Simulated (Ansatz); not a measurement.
Input and command of a calculation in Ansatz (plane waves; scalar-relativistic PAW potentials unless the input names others):

```yaml
crystal:
  lattice:
    - [0.0, 2.127, 3.348]
    - [1.228, 0.0, 3.348]
    - [1.228, 2.127, 0.0]
  atoms:
    - { symbol: C, position: [0.16667, 0.83333, 0.16667] }
    - { symbol: C, position: [0.83333, 0.16667, 0.83333] }
basis:
  ecutwfc: 420
kpoints:
  mp_grid: { grid: [18, 18, 18] }
hamiltonian:
  xc: pbe
  dispersion: d3bj
scf:
  occupations: { method: gaussian, width: 0.02 }
  max_iter: 100
output:
  forces: true
  eigenvalues: true
  stress: true
relax:
  adjacent_minimum: "off"
  f_tol: 0.01
  max_steps: 2
```

```bash
ansatz run input.yaml --threads 1 --pin off --max-ram 2560MiB --backend cpu --events-out ev --progress --plain --runs-dir out
```

Abridged log:
```
Warning: output.stress: scf.convergence.dr2_threshold = 1e-7 eV (the SCF's general default) is looser than the 2e-10 eV advised for a printed stress (1e-10 eV for each atom of the cell: 2). ...
Basis set: ecut = 420 eV, 333 PW (Γ), exchange–correlation on 54×48×36 points (8 copies of the dense FFT grid, shifted against one another)
Bands: 8, of which v1, the nominal top of the filled ones, is band 4 counted from 1 (3 counted from 0)
Symmetry: 8 space group operations
k-points: 865 of 5832
SCF iter   1: F=—  HF=-502.164346 eV  |F-HF|=—  |Δ(HF+E_count)|=         —  Δρ=2.25e-3  dr2=6.97e-4  ethr=1.77e-3  ⟨swp⟩=5.0  Hψ=46615  notcnv=0
SCF iter   2: F=—  HF=-502.164878 eV  |F-HF|=—  |Δ(HF+E_count)|=   5.33e-4  Δρ=1.18e-3  dr2=1.84e-4  ethr=8.72e-6  ⟨swp⟩=2.9  Hψ=20493  notcnv=0
SCF iter   3: F=—  HF=-502.164976 eV  |F-HF|=—  |Δ(HF+E_count)|=   9.76e-5  Δρ=2.57e-4  dr2=8.32e-6  ethr=2.30e-6  ⟨swp⟩=2.0  Hψ=13059  notcnv=0
SCF iter   4: F=-502.164973 eV  HF=-502.164972 eV  |F-HF|=1.44e-7  |Δ(HF+E_count)|=   3.64e-6  Δρ=8.30e-5  dr2=5.08e-7  ethr=1.04e-7  ⟨swp⟩=2.2  Hψ=10101  notcnv=0
SCF iter   5: F=-502.164973 eV  HF=-502.164973 eV  |F-HF|=4.11e-11  |Δ(HF+E_count)|=   2.43e-7  Δρ=5.72e-6  dr2=3.31e-9  ethr=6.35e-9  ⟨swp⟩=2.3  Hψ=9935  notcnv=0
SCF iter   6: F=-502.164973 eV  HF=-502.164973 eV  |F-HF|=3.15e-11  |Δ(HF+E_count)|=  7.95e-10  Δρ=4.00e-7  dr2=1.07e-11  ethr=4.14e-11  ⟨swp⟩=1.0  Hψ=20754  notcnv=0
the search or the solves at the SCF's close seem to have found levels that the self-consistency loop had missed (the run counts 1). By its estimate they hold under 1e-12 electrons; where the run keeps them, the occupations were computed again with them
SCF 1 converged in 6 iterations: F = -502.164973 eV  dr2 = 1.07e-11
relax step   1: F+E_penalty+E_count = -502.16497264 eV  Δ(F+E_penalty+E_count) = +0.000e0 eV  max|allowed force component| = 3.886e-3 eV/Å  Δτ_max = 0.0000 Å  (6 SCF iters, dr2 threshold 2.50e-6 eV, accepted)
Initial density: handed on by an earlier stage of this run
Initial wavefunctions: those handed on with the density
SCF iter   1: F=—  HF=-502.164966 eV  |F-HF|=—  |Δ(HF+E_count)|=         —  Δρ=4.31e-7  dr2=8.82e-12  ethr=1.00e-12  ⟨swp⟩=1.0  Hψ=34716  notcnv=0
SCF iter   2: F=-502.164973 eV  HF=-502.164973 eV  |F-HF|=1.41e-11  |Δ(HF+E_count)|=   6.99e-6  Δρ=2.27e-7  dr2=3.96e-12  ethr=1.00e-12  ⟨swp⟩=2.0  Hψ=10381  notcnv=0
SCF iter   3: F=-502.164973 eV  HF=-502.164973 eV  |F-HF|=9.09e-13  |Δ(HF+E_count)|=  1.50e-11  Δρ=4.41e-8  dr2=8.68e-14  ethr=1.00e-12  ⟨swp⟩=1.0  Hψ=6920  notcnv=0
SCF iter   4: F=-502.164973 eV  HF=-502.164973 eV  |F-HF|=2.84e-13  |Δ(HF+E_count)|=  5.12e-13  Δρ=2.11e-8  dr2=1.78e-14  ethr=1.00e-12  ⟨swp⟩=1.0  Hψ=6920  notcnv=0
SCF iter   5: F=-502.164973 eV  HF=-502.164973 eV  |F-HF|=2.84e-13  |Δ(HF+E_count)|=  1.14e-13  Δρ=7.56e-9  dr2=2.72e-15  ethr=1.00e-12  ⟨swp⟩=1.0  Hψ=6920  notcnv=0
SCF iter   6: F=-502.164973 eV  HF=-502.164973 eV  |F-HF|=0.00e0  |Δ(HF+E_count)|=  1.71e-13  Δρ=3.32e-9  dr2=5.59e-16  ethr=1.00e-12  ⟨swp⟩=1.0  Hψ=17300  notcnv=0
SCF 2 converged in 6 iterations: F = -502.164973 eV  dr2 = 5.59e-16
relax step   2: F+E_penalty+E_count = -502.16497264 eV  Δ(F+E_penalty+E_count) = -3.752e-12 eV  max|allowed force component| = 3.889e-3 eV/Å  Δτ_max = 0.0000 Å  (6 SCF iters, accepted)
SCF converged after 6 iterations
Free energy (F): -502.164973 eV
Harris-Foulkes:  -502.164973 eV  (|F-HF|=0.00e0)
Internal energy: -502.164972 eV  (E = F + TS)
E sigma→0 (E₀):  -502.164972 eV
Entropy (-TS):    0.000000 eV ( 0.000 meV/atom)
Fermi energy:    7.092371 eV
  E_disp       = -0.313698  (pairwise vdW)
--- Forces (eV/Å), atoms counted from 1 ---
  atom   1  C      0.00000000     0.00388938     0.00000000
  atom   2  C      0.00000000    -0.00388938     0.00000000
--- Stress (GPa, compression-positive) ---
        5.061021       0.000000       0.000000
        0.000000       4.544949       0.000000
        0.000000       0.000000       0.510840
  P = ⅓ Tr σ = 3.3723 GPa (33.723 kbar)
--- Relaxed structure (2 steps of the walk, 2 accepted, 0 SCFs on fresh bases) ---
  F+E_penalty+E_count = -502.16497264 eV   max|allowed force component| = 3.889e-3 eV/Å
  atoms:
    - { symbol: C, position: [0.16666999, 0.83333000, 0.16667000] }
    - { symbol: C, position: [0.83332999, 0.16667000, 0.83333000] }
```

One setting here is unusual or wrong in general: too few relaxation steps (relax.max_steps: 40 → 2). For this cell it did little harm to the result: the run converged in 12 SCF iterations over all its steps (reference: 12) with an energy at zero smearing within 0.01 meV/atom of the reference's, pressure 3.37 GPa, largest force 0.004 eV/Å, gap on the mesh 0.08 eV. A reference run from the same start on usual settings converged, and the end of its own relaxation has pressure 3.37 GPa, largest force 0.004 eV/Å, gap on the mesh 0.08 eV (its cell was held, or driven to that pressure on purpose).

The run took 17 s on 1 thread of Arm Neoverse V2, with other jobs on the host, peak memory 0.41 GiB.